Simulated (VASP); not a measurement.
# BAs (F-43m) in VASP: elastic constants with LDA

Aim: the elastic constants of BAs with LDA.

Everything below comes from runs of VASP 6.6.1. Logs are shortened: lines on timing, memory, paths and dates and some standing lists are left out, and cuts for length are marked.

### 1 The crystal as given

Symmetry: F-43m, No. 216, cubic system. The conventional cell has a = 4.732 Å, b = 4.732 Å, c = 4.732 Å, α = 90.00°, β = 90.00°, γ = 90.00°. Around B (site symmetry -43m) lie 4 As at 2.05 Å. Around As (site symmetry -43m) lie 4 B at 2.05 Å.

### 2 Elastic constants, LDA

File INCAR:

```
PREC = Accurate
ENCUT = 600
EDIFF = 1E-8
ISMEAR = 0
SIGMA = 0.01
LREAL = F
LASPH = T
NELM = 100
ALGO = Normal
ISIF = 3
LWAVE = F
LCHARG = T
NBANDS = 11
IBRION = 6
NFREE = 2
POTIM = 0.015
NSW = 1
```

File KPOINTS:

```
regular mesh
0
Gamma
  10 10 10
```

File POSCAR:

```
BAs
1.0
    0.0000000000      2.3660397178      2.3660397178
    2.3660397178      0.0000000000      2.3660397178
    2.3660397178      2.3660397178      0.0000000000
B As
1 1
Direct
    0.0000000000      0.0000000000      0.0000000000
    0.2500000000      0.2500000000      0.2500000000
```

Potentials or basis: VASP PAW LDA potentials, release 64 (B, As).

Command:

```sh
cat potpaw_LDA.64/B/POTCAR potpaw_LDA.64/As/POTCAR > POTCAR
mpirun -np 1 vasp_std > vasp.out
```

OUTCAR:

```text
PREC = Accurate
   ENCUT = 600
   EDIFF = 1E-8
   ISMEAR = 0
   LREAL = F
   LASPH = T
   NELM = 100
   ISIF = 3
   IBRION = 6
   NFREE = 2
   POTIM = 0.015
   NSW = 1

 ion  position               nearest neighbor table
   1  0.000  0.000  0.000-   2 2.05   2 2.05   2 2.05   2 2.05
   2  0.250  0.250  0.250-   1 2.05   1 2.05   1 2.05   1 2.05

  LATTYP: Found a face centered cubic cell.
 ALAT       =     4.7320794356

  Lattice vectors:

 A1 = (   0.0000000000,   2.3660397178,   2.3660397178)
 A2 = (   2.3660397178,   0.0000000000,   2.3660397178)
 A3 = (   2.3660397178,   2.3660397178,   0.0000000000)

Analysis of symmetry for initial positions (statically):
=====================================================================
 Subroutine PRICEL returns:
 Original cell was already a primitive cell.

 Routine SETGRP: Setting up the symmetry group for a
 face centered cubic supercell.

 Subroutine GETGRP returns: Found 24 space group operations
 (whereof 24 operations were pure point group operations)
 out of a pool of 48 trial point group operations.

The static configuration has the point symmetry T_d .

Analysis of symmetry for dynamics (positions and initial velocities):
=====================================================================
 Subroutine PRICEL returns:
 Original cell was already a primitive cell.

 Routine SETGRP: Setting up the symmetry group for a
 face centered cubic supercell.

 Subroutine GETGRP returns: Found 24 space group operations
 (whereof 24 operations were pure point group operations)
 out of a pool of 48 trial point group operations.

The dynamic configuration has the point symmetry T_d .

 Subroutine INISYM returns: Found 24 space group operations
 (whereof 24 operations are pure point group operations),
 and found     1 'primitive' translations

----------------------------------------------------------------------------------------

                                     Primitive cell

  volume of cell :      26.4909

  direct lattice vectors                    reciprocal lattice vectors
     0.000000000  2.366039718  2.366039718    -0.211323587  0.211323587  0.211323587
     2.366039718  0.000000000  2.366039718     0.211323587 -0.211323587  0.211323587
     2.366039718  2.366039718  0.000000000     0.211323587  0.211323587 -0.211323587

  length of vectors
     3.346085458  3.346085458  3.346085458     0.366023189  0.366023189  0.366023189

  position of ions in fractional coordinates (direct lattice)
     0.000000000  0.000000000  0.000000000
     0.250000000  0.250000000  0.250000000

  ion indices of the primitive-cell ions
   primitive index   ion index
                 1           1
                 2           2

----------------------------------------------------------------------------------------

 KPOINTS: regular mesh

Automatic generation of k-mesh.
 Grid dimensions read from file:
 generate k-points for:   10   10   10

 Generating k-lattice:

  Cartesian coordinates                     Fractional coordinates (reciprocal lattice)
    -0.021132359  0.021132359  0.021132359     0.100000000  0.000000000  0.000000000
     0.021132359 -0.021132359  0.021132359     0.000000000  0.100000000  0.000000000
     0.021132359  0.021132359 -0.021132359     0.000000000  0.000000000  0.100000000

  Length of vectors
     0.036602319  0.036602319  0.036602319

  Shift w.r.t. Gamma in fractional coordinates (k-lattice)
     0.000000000  0.000000000  0.000000000

 Subroutine IBZKPT returns following result:
 ===========================================

 Found     47 irreducible k-points:

 Following reciprocal coordinates:
            Coordinates               Weight
  0.000000  0.000000  0.000000      1.000000
  0.100000  0.000000  0.000000      8.000000
  0.200000  0.000000  0.000000      8.000000
  0.300000  0.000000  0.000000      8.000000
  0.400000  0.000000  0.000000      8.000000
  0.500000  0.000000  0.000000      4.000000
[... 16 lines left out ...]
  0.300000  0.300000  0.000000      6.000000
  0.400000  0.300000  0.000000     24.000000
 [... further k-points ...]
   k-points           NKPTS =     47   k-points in BZ     NKDIM =     47   number of bands    NBANDS=     11
   number of dos      NEDOS =    301   number of ions     NIONS =      2
   total plane-waves  NPLWV =  21952
   dimension x,y,z NGX =    28 NGY =   28 NGZ =   28
[... 39 lines left out ...]
   GGA     = CA    functional components
   LHFCALC =     F    Hartree Fock is set to
   AEXX    =    0.0000 exact exchange contribution
   IVDW    =     0    specifies the selected vdW correction
   LEPSILON=     F    determine dielectric tensor
   LRPA    =     F    only Hartree local field effects (RPA)
 finite differences with symmetry
 non-spin polarized calculation
 Gauss-broadening in eV      SIGMA  =   0.01
  energy-cutoff  :      600.00
  volume of cell :       26.49
 maximum number of plane-waves:       903
   NGX = 13   NGY = 13   NGZ = 13

--------------------------------------- Ionic step        1  -------------------------------------------

 number of electron       8.0000000 magnetization

 Free energy of the ion-electron system (eV)
  ---------------------------------------------------
  ext. energy  EPLUGINS =         0.00000000
  ---------------------------------------------------
  free energy    TOTEN  =       -12.92684039 eV

  energy without entropy =      -12.92684039  energy(sigma->0) =      -12.92684039

------------------------ aborting loop because EDIFF is reached ----------------------------------------

  FORCE on cell =-STRESS in cart. coord.  units (eV):
  Direction    XX          YY          ZZ          XY          YZ          ZX
  --------------------------------------------------------------------------------------
  -------------------------------------------------------------------------------------
  Total        0.1587569      0.1587569      0.1587569      0.0000000      0.0000000      0.0000000
  in kB        9.6016755      9.6016755      9.6016755      0.0000000      0.0000000      0.0000000
  external PRESSURE =       9.6016755 kB  Pullay stress =       0.0000000 kB
[... 89 lines left out ...]
  FREE ENERGIE OF THE ION-ELECTRON SYSTEM (eV)
  ---------------------------------------------------
  free  energy   TOTEN  =       -12.9189360093 eV

  energy  without entropy=      -12.9189360093  energy(sigma->0) =      -12.91893601

[... ionic steps 4 to 14 ...]

--------------------------------------- Ionic step       15  -------------------------------------------

 number of electron       8.0000000 magnetization

------------------------ aborting loop because EDIFF is reached ----------------------------------------
[... 67 lines left out ...]
--------------------------------------- Ionic step       17  -------------------------------------------

 number of electron       8.0000000 magnetization

 Free energy of the ion-electron system (eV)
  ---------------------------------------------------
  ext. energy  EPLUGINS =         0.00000000
  ---------------------------------------------------
  free energy    TOTEN  =       -12.92489830 eV

  energy without entropy =      -12.92489830  energy(sigma->0) =      -12.92489830

 E-fermi :   6.6920     XC(G=0): -10.9024

 val. band max:        6.5877302336   @ k =   0.0000   0.0000   0.0000
 cond. band min:       7.5751855624   @ k =   0.0000   0.4000   0.4000
 fundamental gap:      0.9874553289
 Fermi energy:         6.6919658018

 k-point     1 :       0.0000    0.0000    0.0000
  band No.  band energies     occupation
      1      -9.1562      2.00000
      2       6.3723      2.00000
      3       6.4812      2.00000
      4       6.5877      2.00000
      5       9.6835      0.00000
      6       9.7652      0.00000
      7       9.8499      0.00000
      8      11.5375      0.00000
      9      15.9805      0.00000
     10      19.6310      0.00000
     11      19.6313      0.00000
[... 309 lines left out ...]
 k-point    24 :       0.4000    0.3000    0.0000
  band No.  band energies     occupation
      1      -6.4478      2.00000
      2      -0.0197      2.00000
      3       2.4153      2.00000
      4       2.8932      2.00000
      5       8.1079      0.00000
      6       9.8238      0.00000
      7      15.4504      0.00000
      8      15.6821      0.00000
      9      18.6073      0.00000
     10      22.4867      0.00000
     11      22.5341      0.00000

 [... further k-points ...]

------------------------ aborting loop because EDIFF is reached ----------------------------------------

  FORCE on cell =-STRESS in cart. coord.  units (eV):
  Direction    XX          YY          ZZ          XY          YZ          ZX
  --------------------------------------------------------------------------------------
  -------------------------------------------------------------------------------------
  Total        0.1591642      0.1629199      0.1629199      0.0000000      0.1207523      0.0000000
  in kB        9.6263094      9.8534563      9.8534563      0.0000000      7.3031422      0.0000000
  external PRESSURE =       9.7777407 kB  Pullay stress =       0.0000000 kB
[... 17 lines left out ...]
  FREE ENERGIE OF THE ION-ELECTRON SYSTEM (eV)
  ---------------------------------------------------
  free  energy   TOTEN  =       -12.9248982959 eV

  energy  without entropy=      -12.9248982959  energy(sigma->0) =      -12.92489830

 INTERNAL STRAIN TENSORS FROM STRAINED CELLS
 ============================================

 INTERNAL STRAIN TENSOR FOR ION    1 for displacements in x,y,z  (eV/Angst):
          X           Y           Z          XY          YZ          ZX
  --------------------------------------------------------------------------------
  x    -0.00000    -0.00000    -0.00000     0.00000     8.04351     0.00000
  y     0.00000    -0.00000    -0.00000     0.00000     0.00000     8.04355
  z     0.00000    -0.00000    -0.00000     8.04256    -0.00000     0.00000

 INTERNAL STRAIN TENSORS FROM DISPLACED ATOMS
 ============================================

 INTERNAL STRAIN TENSOR FOR ION    1 for displacements in x,y,z  (eV/Angst):
          X           Y           Z          XY          YZ          ZX
  --------------------------------------------------------------------------------
  x     0.00000     0.00000     0.00000     0.00000     8.05443     0.00000
  y    -0.00000    -0.00000    -0.00000     0.00000     0.00000     8.05443
  z     0.00000     0.00000     0.00000     8.05443     0.00000     0.00000

 INTERNAL STRAIN TENSOR FOR ION    2 for displacements in x,y,z  (eV/Angst):
          X           Y           Z          XY          YZ          ZX
  --------------------------------------------------------------------------------
  x     0.00000    -0.00000    -0.00000     0.00000    -8.04799     0.00000
  y    -0.00000     0.00000    -0.00000     0.00000     0.00000    -8.04799
  z    -0.00000    -0.00000     0.00000    -8.04799     0.00000     0.00000

 Eigenvectors and eigenvalues of the dynamical matrix
 ----------------------------------------------------

   1 f  =   21.129061 THz   132.757806 2PiTHz  704.789613 cm-1    87.382736 meV
             X         Y         Z           dx          dy          dz
      0.000000  0.000000  0.000000     0.000000    0.000000   -0.934821
      1.183020  1.183020  1.183020     0.000000    0.000000    0.355118
[... 21 lines left out ...]
   6 f/i=    0.000258 THz     0.001619 2PiTHz    0.008596 cm-1     0.001066 meV
             X         Y         Z           dx          dy          dz
      0.000000  0.000000  0.000000    -0.343799    0.069021   -0.056100
      1.183020  1.183020  1.183020    -0.905025    0.181691   -0.147680

--------------------------------------------------------------------------------------------------------

 ELASTIC MODULI CONTR FROM IONIC RELAXATION (kBar)
 Direction    XX          YY          ZZ          XY          YZ          ZX
 --------------------------------------------------------------------------------
 XX          -0.0000     -0.0000     -0.0000     -0.0000     -0.0000     -0.0000
 YY          -0.0000     -0.0000     -0.0000     -0.0000     -0.0000      0.0000
 ZZ          -0.0000     -0.0000     -0.0000     -0.0000     -0.0000     -0.0000
 XY          -0.0000     -0.0000     -0.0000   -227.1635      0.0000      0.0000
 YZ          -0.0000     -0.0000     -0.0000      0.0000   -227.1635      0.0000
 ZX          -0.0000      0.0000     -0.0000      0.0000      0.0000   -227.1635
 --------------------------------------------------------------------------------

 TOTAL ELASTIC MODULI (kBar)
 Direction    XX          YY          ZZ          XY          YZ          ZX
 --------------------------------------------------------------------------------
 XX        2922.2222    797.1149    797.1149     -0.0000      0.0000      0.0000
 YY         797.1149   2922.2222    797.1149      0.0000     -0.0000      0.0000
 ZZ         797.1149    797.1149   2922.2222     -0.0000      0.0000     -0.0000
 XY          -0.0000      0.0000     -0.0000   1566.1127      0.0000      0.0000
 YZ           0.0000     -0.0000      0.0000      0.0000   1566.1127      0.0000
 ZX           0.0000      0.0000     -0.0000      0.0000      0.0000   1566.1127
 --------------------------------------------------------------------------------
```

Wall time 13 min (1 thread of Intel Xeon Platinum 8175M at 2.50GHz (Skylake/Cascade Lake), shared host); peak memory 0.31 GiB.

What came out:

```yaml
Elastic_constants_C11_C12_C44: 292, 80, 157 GPa
Voigt_bulk_modulus: 151 GPa
Highest_phonon_frequency_at_Γ_LO-TO_splitting_left_out: 705 cm⁻¹
```

Phonon frequencies in cm⁻¹ (negative: imaginary):
| q point | frequencies |
| --- | --- |
| (0.000, 0.000, 0.000) | 0 0 0 705 705 705 |

Elastic tensor in Voigt notation (GPa, in the Cartesian axes of the cell as first typed):
```
292  80  80   0   0   0
 80 292  80   0   0   0
 80  80 292   0   0   0
  0   0   0 157   0   0
  0   0   0   0 157   0
  0   0   0   0   0 157
```

Clamped-ion elastic tensor (GPa):
```
292  80  80   0   0   0
 80 292  80   0   0   0
 80  80 292   0   0   0
  0   0   0 179   0   0
  0   0   0   0 179   0
  0   0   0   0   0 179
```
